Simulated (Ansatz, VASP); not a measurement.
# GaN (GaN (P6_3mc)): VASP beside Ansatz

One calculation is typed for both programs; each brings its own data sets. How far apart do they land? The cell is taken from a series of runs on this material, whose earlier steps may have relaxed, scaled, displaced or heated it; both programs get it as it stands.

Main program and level: Ansatz 0.2.0; plane waves, with VASP 6.6.1 beside it; relaxation of cell and atoms at r2SCAN.

**1. Starting point**

It takes space group P6_3mc (No. 186, hexagonal). Conventional cell: a = 3.183 Å, b = 3.183 Å, c = 5.186 Å, α = 90.00°, β = 90.00°, γ = 120.00°. Nearest to Ga lie 4 N at 1.95 Å. Nearest to N lie 4 Ga at 1.95 Å. Farther neighbours and most contacts between anions are not listed.

**2. Ansatz: relaxation of cell and atoms, r2SCAN**

Ansatz runs on its default PAW (the set named soft_2) files.

The relaxed volume is the usual yardstick between codes: in a stiff, nearly cubic crystal its relative difference is about their pressure difference at one cell divided by the bulk modulus.

Contents of input.yaml:

```yaml
crystal:
  lattice:
    - [3.1827459, 0.0, 0.0]
    - [-1.5913729, 2.7563388, 0.0]
    - [0.0, 0.0, 5.1856181]
  atoms:
    - { symbol: Ga, position: [0.66666667, 0.33333333, 0.4996905] }
    - { symbol: Ga, position: [0.33333333, 0.66666667, 0.9996905] }
    - { symbol: "N", position: [0.33333333, 0.66666667, 0.3763095] }
    - { symbol: "N", position: [0.66666667, 0.33333333, 0.8763095] }
basis:
  ecutwfc: 500
  xc_grid: 2
hamiltonian:
  xc: r2scan
kpoints:
  mp_grid: { grid: [10, 10, 6] }
scf:
  occupations: { method: fixed }
  max_iter: 100
relax:
  f_tol: 0.005
  max_steps: 60
  cell: {}
output:
  forces: true
  stress: true
checkpoint:
  write: "../cell.run"
  compress: false
  write_wavefunctions: false
  write_every: 100000
```

The run is started by

```console
$ ansatz run input.yaml --threads 4 --pin off --max-ram 7536MiB --backend cpu --events-out ev --progress --plain --runs-dir out
```

Numbers of over 12 decimals in the logs are rounded to 6 here.

The program printed:

```text
Engine: ansatz 0.2.0, x86_64-unknown-linux-gnu
Pseudopotentials: kind: paw
Pseudopotential: Ga, paw, valence charge 13, recommended cutoff 500 eV (meta_gga), Ga.paw.azcp
Pseudopotential: N, paw, valence charge 5, recommended cutoff 500 eV (meta_gga), N.paw.azcp
Functional definition: r2SCAN
  parameter k0 = 0.174
  parameter k1 = 0.065
  parameter a1 = 4.9479
  exchange = r2scan_x(k0 = k0, k1 = k1, a1 = a1)
  correlation = r2scan_c
Crystal: 4 atoms, lattice volume = 45.492 Å³
Basis set: ecut = 500 eV, 1129 PW (Γ), exchange–correlation on 48×48×80 points (8 copies of the dense FFT grid, shifted against one another)
Bands: 22, of which v1, the nominal top of the filled ones, is band 18 counted from 1 (17 counted from 0)
Symmetry: 12 space group operations
Space group: P63mc (ITA 186), of the structure as read, at distance tolerance 3.6e-5 Å
k-points: 56 of 600 (time reversal used)
Non-local potential: Ga, projectors of the file, l = 0: 2, l = 1: 2, l = 2: 3, l = 3: 1
Non-local potential: N, projectors of the file, l = 0: 2, l = 1: 2, l = 2: 1
PAW form: soft (Blöchl's): semilocal exchange-correlation on the pseudo side does not see the compensation charge
PAW frozen core: Ga, regenerated for the run's functional (the file was generated under x = pbe(κ = 0.804, μ = 0.219515), c = pbe(β = 0.066725))
PAW frozen core: N, regenerated for the run's functional (the file was generated under x = pbe(κ = 0.804, μ = 0.219515), c = pbe(β = 0.066725))
PAW one-centre angular grid: Ga, 590 points (default); XC on 160 Gauss nodes
PAW one-centre angular grid: N, 302 points (default); XC on 160 Gauss nodes
Initial density: superposition of atomic densities (neutral atoms: chi_scale 0, normalization atom), corrected by the library's trained network
Initial wavefunctions: pseudopotential atomic-orbital guess
Functional: x = r2scan, c = r2scan; τ floored in thin density (d = 2e-4 eV/Å³)
SCF iter   1: F=—  HF=-8352.711882 eV  |F-HF|=—  |Δ(HF+E_count)|=         —  Δρ=1.25e-2  dr2=2.67e-2  dr2_τ=1.92e-1  ethr=1.77e-3  ⟨swp⟩=4.4  Hψ=4439  notcnv=0  defer=73
preconditioner: auto → Resta (q_TF=auto, 2.624 Å⁻¹)  ε∞=4.5  [insulator: Δε(μ)=2.309 eV  Ē_g=17.647 eV  n_scr=22 (ndim 8)  ℏωp=33.0 eV  f_vac=0.008  ε∞_Penn≈4.5]
SCF iter   2: F=—  HF=-8352.775178 eV  |F-HF|=—  |Δ(HF+E_count)|=   6.33e-2  Δρ=5.86e-3  dr2=9.49e-3  dr2_τ=3.17e-4  ethr=7.41e-5  ⟨swp⟩=2.9  Hψ=2881  notcnv=0  defer=110
SCF iter   3: F=—  HF=-8352.774641 eV  |F-HF|=—  |Δ(HF+E_count)|=   5.37e-4  Δρ=3.70e-3  dr2=2.66e-3  dr2_τ=8.78e-5  ethr=2.64e-5  ⟨swp⟩=3.0  Hψ=2249  notcnv=0  defer=112
SCF iter   4: F=—  HF=-8352.774657 eV  |F-HF|=—  |Δ(HF+E_count)|=   1.64e-5  Δρ=2.97e-4  dr2=2.29e-5  dr2_τ=8.05e-6  ethr=7.39e-6  ⟨swp⟩=3.0  Hψ=2232  notcnv=0  defer=112
SCF iter   5: F=—  HF=-8352.774677 eV  |F-HF|=—  |Δ(HF+E_count)|=   2.03e-5  Δρ=1.31e-4  dr2=4.03e-6  dr2_τ=4.54e-7  ethr=6.37e-8  ⟨swp⟩=2.1  Hψ=2144  notcnv=0  defer=6
SCF iter   6: F=—  HF=-8352.774682 eV  |F-HF|=—  |Δ(HF+E_count)|=   4.40e-6  Δρ=3.87e-5  dr2=7.18e-7  dr2_τ=3.30e-8  ethr=1.12e-8  ⟨swp⟩=2.7  Hψ=2240  notcnv=0  defer=16
SCF iter   7: F=—  HF=-8352.774682 eV  |F-HF|=—  |Δ(HF+E_count)|=   3.71e-8  Δρ=1.77e-5  dr2=1.39e-7  dr2_τ=9.41e-9  ethr=1.99e-9  ⟨swp⟩=2.1  Hψ=2218  notcnv=0  defer=14
SCF iter   8: F=-8352.774682 eV  HF=-8352.774682 eV  |F-HF|=1.75e-8  |Δ(HF+E_count)|=   2.20e-8  Δρ=8.24e-6  dr2=3.03e-8  dr2_τ=5.48e-10  ethr=2.78e-10  ⟨swp⟩=4.0  Hψ=3786  notcnv=0
SCF 1 converged in 8 iterations: F = -8352.774682 eV  dr2 = 3.03e-8
  greatest PAW one-centre occupation: 0.995 electrons in one spin orbital (limit 2), on the Ga atom at site 1 (counted from 0), in its partial waves of l = 2
relax step   1: F+E_penalty+E_count = -8352.77468172 eV  Δ(F+E_penalty+E_count) = +0.000e0 eV  max|allowed force component| = 4.676e-3 eV/Å  Δτ_max = 0.0000 Å  P = -0.031 GPa  Ω = 45.492 Å³  (8 SCF iters, dr2 threshold 1.00e-7 eV, accepted)
[...]
relax step   2: F+E_penalty+E_count = -8352.77469348 eV  Δ(F+E_penalty+E_count) = -1.177e-5 eV  max|allowed force component| = 2.351e-3 eV/Å  Δτ_max = 0.0003 Å  P = -0.011 GPa  Ω = 45.487 Å³  energy of the carried Pulay correction = +2.944e-6 eV  (3 SCF iters, dr2 threshold 2.69e-8 eV, accepted)
[...]
relax step   3: F+E_penalty+E_count = -8352.77469194 eV  Δ(F+E_penalty+E_count) = +1.546e-6 eV  max|allowed force component| = 2.408e-3 eV/Å  Δτ_max = 0.0000 Å  P = -0.011 GPa  Ω = 45.487 Å³  stress off target by 2.40e-2 GPa  SCF on the basis re-selected at this cell (its energy is not comparable with the rows above)  (4 SCF iters)
basis re-selected at this cell: Δ(F+E_penalty+E_count) = +1.546e-6 eV, ΔP = -0.000 GPa vs the last step (what re-selecting the basis moved, of the pressure what is left beyond the Pulay correction that the steps carried, after the strain that the cell walked since its last selection, with what the two solves' SCF thresholds leave and, on support functions, any second-order correction that the steps lacked; it is no m [...]
SCF converged after 4 iterations
Free energy (F): -8352.774692 eV
Harris-Foulkes:  -8352.774692 eV  (|F-HF|=1.64e-11)
Internal energy: -8352.774692 eV  (E = F + TS)
E sigma→0 (E₀):  -8352.774692 eV
Fermi energy:    9.485734 eV
--- Per-component energies (eV) ---
  E_band       = -29.683148
  E_kinetic    = 494.362042
  E_local      = -3904.124427  (includes V_loc(G=0)·N_el)
  E_nonlocal   = 952.975798
  E_hartree    = 1801.799577
  E_xc         = -243.546883
  E_vxc        = -287.261741  (∫ρ·V_xc dr)
  E_paw        = -4274.771664  (= ΣΔE_a)
  E_vpaw       = -904.915808  (= ΣTr[D̂ρ^β])
  E_aug_tail   = -0.000045  (compensation charges beyond the density's cutoff)
  E_vtau       = 15.681730  (kinetic-family band-sum trace: ∫τ·v_τ [+ j·A + Jᵃ·Aᵃ] dr)
  E_ewald      = -3178.103821
  E_core_change = -1.365269  (= ΣΔE_core)
  E_smearing   = -0.000000  (= −TS)
  E_closure    = -0.000000  (closes the sum)
  Σ components = -8352.774692   (vs F -8352.774692, Δ=0.00e0)
--- Forces (eV/Å), atoms counted from 1 ---
  atom   1  Ga    -0.00000000    -0.00000000    -0.00240361
  atom   2  Ga     0.00000000     0.00000000    -0.00240361
  atom   3  N      0.00000000     0.00000000     0.00241280
  atom   4  N     -0.00000000    -0.00000000     0.00241280
  max |Σ_I F_I| component: 1.84e-5 eV/Å
--- Stress (GPa, compression-positive) ---
       -0.023979      -0.000000       0.000000
       -0.000000      -0.023979      -0.000000
        0.000000      -0.000000       0.014530
  P = ⅓ Tr σ = -0.0111 GPa (-0.111 kbar)
--- Relaxed structure (2 steps of the walk, 2 accepted, 1 SCFs on fresh bases) ---
  F+E_penalty+E_count = -8352.77469194 eV   max|allowed force component| = 2.408e-3 eV/Å   (the final SCF, on the basis selected at the relaxed cell)
  cell:  # Å, volume = 45.4873 Å³
    - [3.183216, -2.887178021328468e-8, 0]
    - [-1.591608, 2.756746, 0]
    - [0, 0, 5.183550]
  atoms:
    - { symbol: Ga, position: [0.666667, 0.333333, 0.499628] }
    - { symbol: Ga, position: [0.333333, 0.666667, 0.999628] }
    - { symbol: N, position: [0.333333, 0.666667, 0.376372] }
    - { symbol: N, position: [0.666667, 0.333333, 0.876372] }
```

(Part 1 of 2 ends here.)

[Lines on the potential files, build, host, timing and source positions are cut from VASP's logs without a mark.]

[Logs are printed without paths, hosts, clocks, repeated set-up lines and the standing remarks that a program may print on its own settings, such as how far it seeks lower states.]

[Hosts, paths, dates, database ids (printed as entryN), source tags and the programs' standing remarks are cut or masked in the printed files.]
